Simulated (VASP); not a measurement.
# HfB2 (P6/mmm) in VASP: further runs

The runs below take HfB2 through single point, with PBEsol.

Everything below comes from runs of VASP 6.6.1. Logs are shortened: lines on timing, memory, paths and dates and some standing lists are left out, and cuts for length are marked.

### 1 The crystal as given

It takes space group P6/mmm (No. 191, hexagonal). Conventional cell: a = 3.140 Å, b = 3.140 Å, c = 3.480 Å, α = 90.00°, β = 90.00°, γ = 120.00°. Hf (site symmetry 6/mmm) has 12 B at 2.51 Å as nearest neighbours. Around B (site symmetry -6m2) lie 3 B at 1.81 Å.

### 2 Single point, PBEsol

INCAR reads:

```
SYSTEM = HfB2
  PREC = Accurate
  ENCUT = 460
  EDIFF = 1E-7
  ISMEAR = 1
  SIGMA = 0.2
  LREAL = .FALSE.
  LASPH = .TRUE.
  NELM = 100
  ALGO = Normal
  ISIF = 2
  LWAVE = .FALSE.
  LCHARG = .FALSE.
  GGA = PS
  NBANDS = 12
  ADDGRID = .FALSE.
```

KPOINTS reads:

```
Automatic mesh
0
G
  11 11 8
  0 0 0
```

POSCAR reads:

```
HfB2
1.0
    3.1400000000      0.0000000000      0.0000000000
   -1.5700000000      2.7193197679      0.0000000000
    0.0000000000      0.0000000000      3.4800000000
Hf B
1 2
Direct
    0.0000000000      0.0000000000      0.0000000000
    0.6666666667      0.3333333333      0.5000000000
    0.3333333333      0.6666666667      0.5000000000
```

Potentials or basis: VASP PAW PBE potentials, release 64 (Hf, B).

The run is started by

```
> cat potpaw_PBE.64/Hf/POTCAR potpaw_PBE.64/B/POTCAR > POTCAR
> mpirun -np 1 vasp_std > vasp.out
```

OUTCAR:

```text
SYSTEM = HfB2
   PREC = Accurate
   ENCUT = 460
   EDIFF = 1E-7
   ISMEAR = 1
   LREAL = .FALSE.
   LASPH = .TRUE.
   NELM = 100
   ISIF = 2
   GGA = PS

 Found     80 irreducible k-points:

 Following reciprocal coordinates:
            Coordinates               Weight
  0.000000  0.000000  0.000000      1.000000
  0.090909  0.000000  0.000000      6.000000
  0.181818  0.000000  0.000000      6.000000
  0.272727  0.000000  0.000000      6.000000
  0.363636  0.000000  0.000000      6.000000
  0.454545  0.000000  0.000000      6.000000
   k-points           NKPTS =     80   k-points in BZ     NKDIM =     80   number of bands    NBANDS=     12
   number of dos      NEDOS =    301   number of ions     NIONS =      3
   total plane-waves  NPLWV =  13824
   dimension x,y,z NGX =    24 NGY =   24 NGZ =   24
   dimension x,y,z NGXF=    48 NGYF=   48 NGZF=   48
   ions per type =               1   2
   NGX,Y,Z   is equivalent  to a cutoff of  12.71, 12.71, 11.47 a.u.
   NGXF,Y,Z  is equivalent  to a cutoff of  25.41, 25.41, 22.93 a.u.
 SYSTEM =  HfB2
   PREC   = accura    normal or accurate (medium, high low for compatibility)
   ISTART =      0    job   : 0-new  1-cont  2-samecut
   ICHARG =      2    charge: 1-file 2-atom 10-const
   ISPIN  =      1    spin polarized calculation?
   LNONCOLLINEAR =      F non collinear calculations
   LSORBIT =      F    spin-orbit coupling
   LASPH  =      T    aspherical Exc in radial PAW
   ENCUT  =  460.0 eV  33.81 Ry    5.81 a.u.   5.49  5.49  6.09*2*pi/ulx,y,z
   NELM   =    100;   NELMIN=  2; NELMDL= -5     # of ELM steps
   EDIFF  = 0.1E-06   stopping-criterion for ELM
   LREAL  =      F    real-space projection
   EDIFFG = 0.1E-05   stopping-criterion for IOM
   NSW    =      0    number of steps for IOM
   IBRION =     -1    ionic relax: 0-MD 1-quasi-New 2-CG
   NFREE  =      0    steps in history (QN), initial steepest desc. (CG)
   ISIF   =      2    stress and relaxation
   ISYM   =      2    0-nonsym 1-usesym 2-fastsym
   POTIM  = 0.5000    time-step for ionic-motion
   TEBEG  =    0.0;   TEEND  =   0.0 temperature during run
   PSTRESS=    0.0 pullay stress
   NELECT =      10.0000    total number of electrons
   NUPDOWN=      -1.0000    fix difference up-down
   EMIN   =  10.00;   EMAX   =-10.00  energy-range for DOS
   EFERMI =   0.00;   METHOD = LEGACY
   ISMEAR =     1;   SIGMA  =   0.20  broadening in eV -4-tet -1-fermi 0-gaus
   EFERMI_NEDOS =   21; number of points for ismear=-14 and -15
   IALGO  =     38    algorithm
   IMIX   =      4    mixing-type and parameters
     AMIX     =   0.40;   BMIX     =  1.00
     AMIX_MAG =   1.60;   BMIX_MAG =  1.00
  volume/ion in A,a.u.               =       9.90        66.84
  Fermi-wavevector in a.u.,A,eV,Ry     =   1.138724  2.151876 17.642568  1.296692
  Thomas-Fermi vector in A             =   2.275428
   LORBIT       =      0    0 simple, 1 ext, 2 COOP (PROOUT), +10 PAW based schemes
   GGA     = PS    functional components
   LHFCALC =     F    Hartree Fock is set to
   AEXX    =    0.0000 exact exchange contribution
   IVDW    =     0    specifies the selected vdW correction
   LEPSILON=     F    determine dielectric tensor
   LRPA    =     F    only Hartree local field effects (RPA)
 non-spin polarized calculation
 Methfessel and Paxton  Order N= 1 SIGMA  =   0.20
  energy-cutoff  :      460.00
  volume of cell :       29.71
 maximum number of plane-waves:       690
 NGX is ok and might be reduce to    24
   NGX = 11   NGY = 11   NGZ = 13

 number of electron      10.0000000 magnetization

 Free energy of the ion-electron system (eV)
  ---------------------------------------------------
  ext. energy  EPLUGINS =         0.00000000
  ---------------------------------------------------
  free energy    TOTEN  =       -27.93092649 eV

  energy without entropy =      -27.93162339  energy(sigma->0) =      -27.93115879

 E-fermi :   7.6764     XC(G=0): -12.4563

 val. band max:        7.5760115026   @ k =   0.0909   0.0909   0.2500
 cond. band min:       7.8041175791   @ k =   0.2727   0.1818   0.0000
 fundamental gap:      0.2281060766
 Fermi energy:         7.6763726137

 k-point     1 :       0.0000    0.0000    0.0000
  band No.  band energies     occupation
      1      -5.8942      2.00000
      2       4.7867      2.00000
      3       4.9453      2.00000
      4       4.9453      2.00000
      5       5.0537      2.00000
      6      11.8370      0.00000
      7      11.8370      0.00000
      8      12.5017      0.00000
      9      12.5017      0.00000
     10      12.8186      0.00000
     11      12.8186      0.00000
     12      12.8831      0.00000

 k-point     2 :       0.0909    0.0000    0.0000
  band No.  band energies     occupation
      1      -5.7237      2.00000
      2       4.4454      2.00000
      3       4.8993      2.00000
      4       4.9347      2.00000
      5       4.9645      2.00000
      6      11.2654     -0.00000
      7      11.7124      0.00000
      8      11.7607      0.00000
      9      12.0556      0.00000
     10      13.3976      0.00000
     11      13.7779      0.00000
     12      14.0794      0.00000
[... 31 lines left out ...]
 k-point     5 :       0.3636    0.0000    0.0000
  band No.  band energies     occupation
      1      -3.4555      2.00000
      2       0.4954      2.00000
      3       3.8694      2.00000
      4       4.5407      2.00000
      5       5.2506      2.00000
      6      10.5043     -0.00000
      7      10.7283     -0.00000
      8      11.1447     -0.00000
      9      12.7247      0.00000
     10      13.8799      0.00000
     11      17.3914      0.00000
     12      17.7802      0.00000

 k-point     6 :       0.4545    0.0000    0.0000
  band No.  band energies     occupation
      1      -2.3235      2.00000
      2      -0.8449      2.00000
      3       3.7187      2.00000
      4       4.4251      2.00000
      5       4.9748      2.00000
      6      10.0242     -0.00000
      7      10.5587     -0.00000
      8      12.9551      0.00000
      9      13.4458      0.00000
     10      13.9302      0.00000
     11      15.8514      0.00000
     12      18.7564      0.00000

 [... further k-points ...]

------------------------ aborting loop because EDIFF is reached ----------------------------------------

  FORCE on cell =-STRESS in cart. coord.  units (eV):
  Direction    XX          YY          ZZ          XY          YZ          ZX
  --------------------------------------------------------------------------------------
  -------------------------------------------------------------------------------------
  Total       -0.7160132     -0.7160132     -0.8470414     -0.0000000     -0.0000000     -0.0000000
  in kB      -38.6066771    -38.6066771    -45.6715811     -0.0000000     -0.0000000     -0.0000000
  external PRESSURE =     -40.9616451 kB  Pullay stress =       0.0000000 kB

 VOLUME and BASIS-vectors are now :
 -----------------------------------------------------------------------------
  energy-cutoff  :      460.00
  volume of cell :       29.71
      direct lattice vectors                 reciprocal lattice vectors
     3.140000000  0.000000000  0.000000000     0.318471338  0.183869512  0.000000000
    -1.570000000  2.719319768  0.000000000     0.000000000  0.367739025  0.000000000
     0.000000000  0.000000000  3.480000000     0.000000000  0.000000000  0.287356322

 POSITION                                       TOTAL-FORCE (eV/Angst)
 -----------------------------------------------------------------------------------
      0.00000      0.00000      0.00000        -0.000000      0.000000      0.000000
      1.57000      0.90644      1.74000         0.000000      0.000000      0.000000
     -0.00000      1.81288      1.74000        -0.000000      0.000000      0.000000
 -----------------------------------------------------------------------------------
    total drift:                                0.000000     -0.000000      0.000000

  FREE ENERGIE OF THE ION-ELECTRON SYSTEM (eV)
  ---------------------------------------------------
  free  energy   TOTEN  =       -27.9309264894 eV

  energy  without entropy=      -27.9316233913  energy(sigma->0) =      -27.93115879
```

OSZICAR:

```text
N       E                     dE             d eps       ncg     rms          rms(c)
DAV:   1     0.147623676092E+01    0.14762E+01   -0.41063E+03  1920   0.650E+02
DAV:   2    -0.293333459678E+02   -0.30810E+02   -0.29569E+02  2752   0.121E+02
DAV:   3    -0.301703892951E+02   -0.83704E+00   -0.82962E+00  2636   0.171E+01
DAV:   4    -0.301735913807E+02   -0.32021E-02   -0.32012E-02  2428   0.113E+00
DAV:   5    -0.301736050349E+02   -0.13654E-04   -0.13653E-04  2620   0.666E-02    0.202E+01
DAV:   6    -0.281474082260E+02    0.20262E+01   -0.36035E+00  2268   0.956E+00    0.103E+01
DAV:   7    -0.279582874310E+02    0.18912E+00   -0.71879E-01  2544   0.461E+00    0.262E+00
DAV:   8    -0.279332014147E+02    0.25086E-01   -0.81168E-02  2248   0.149E+00    0.539E-01
DAV:   9    -0.279310883955E+02    0.21130E-02   -0.91165E-03  2256   0.504E-01    0.200E-01
DAV:  10    -0.279309413432E+02    0.14705E-03   -0.96397E-04  2312   0.171E-01    0.388E-02
DAV:  11    -0.279309278331E+02    0.13510E-04   -0.53786E-05  2516   0.462E-02    0.169E-02
DAV:  12    -0.279309264502E+02    0.13829E-05   -0.41536E-06  2408   0.117E-02    0.462E-03
DAV:  13    -0.279309264894E+02   -0.39244E-07   -0.10297E-07  1992   0.195E-03
   1 F= -.27930926E+02 E0= -.27931159E+02  d E =0.696902E-03
```

stdout:

```text
POSCAR found type information on POSCAR HfB
 POSCAR found :  2 types and       3 ions
 scaLAPACK will be used
 -----------------------------------------------------------------------------
|                                                                             |
|                                                                             |
|     You enforced a specific xc type in the INCAR file but a different       |
|     I HOPE YOU KNOW WHAT YOU ARE DOING!                                     |
|                                                                             |
 -----------------------------------------------------------------------------

 LDA part: xc-table for (Slater+PW92), standard interpolation
 POSCAR, INCAR and KPOINTS ok, starting setup
 FFT: planning ... GRIDC
 FFT: planning ... GRID_SOFT
 FFT: planning ... GRID
 WAVECAR not read
 entering main loop
```

Run time: 9.4 s. Hardware: 1 thread of Intel Xeon Platinum 8559C (Emerald Rapids), shared host; peak memory 0.15 GiB.

The run converged, but some of its settings lie outside the range that counts as converged, so its numbers aren't taken as properties of the crystal.

Results:

```
Free energy            : -27.9309 eV
Pressure               : -4.1 GPa
Band gap on the k mesh : none (metal or under the smearing width)
```

Caveat: the PAW data sets were made with another functional, which shifts forces and pressure a little.

### 3 Single point, PBEsol

INCAR is that of step 2.

KPOINTS is that of step 2.

POSCAR reads:

```
HfB2
1.0
    3.1400000000      0.0000000000      0.0000000000
   -1.5700000000      2.7193197679      0.0000000000
    0.0000000000      0.0000000000      3.4800000000
Hf B
1 2
Direct
   -0.0142630000      0.0046330000     -0.0059370000
    0.6696320000      0.3380360000      0.4871880000
    0.3055440000      0.6904850000      0.5067950000
```

Potentials or basis: VASP PAW PBE potentials, release 64 (Hf, B).

The run is started by

```
> cat potpaw_PBE.64/Hf/POTCAR potpaw_PBE.64/B/POTCAR > POTCAR
> mpirun -np 1 vasp_std > vasp.out
```

It took 43 s on 1 thread of Intel Xeon Platinum 8559C (Emerald Rapids), shared host; peak memory 0.27 GiB.

The run converged, but some of its settings lie outside the range that counts as converged, so its numbers aren't taken as properties of the crystal.

What came out:

```
Free energy            : -27.7984 eV
Pressure               : -2.4 GPa
Largest force          : 1.773 eV/Å
Band gap on the k mesh : none (metal or under the smearing width)
```

Caveat: the PAW data sets were made with another functional, which shifts forces and pressure a little.

### 4 For comparison

An earlier run on the cell as given: functional PBEsol; potentials or basis VASP PAW PBE potentials, release 64 (Hf_pv, B); cutoff 520 eV; k mesh 10 × 10 × 8; occupations fermi-dirac, width 0.05 eV; no spin polarisation.

- Pressure: -4.4 GPa
- Band gap on the k mesh: none (metal or under the smearing width)
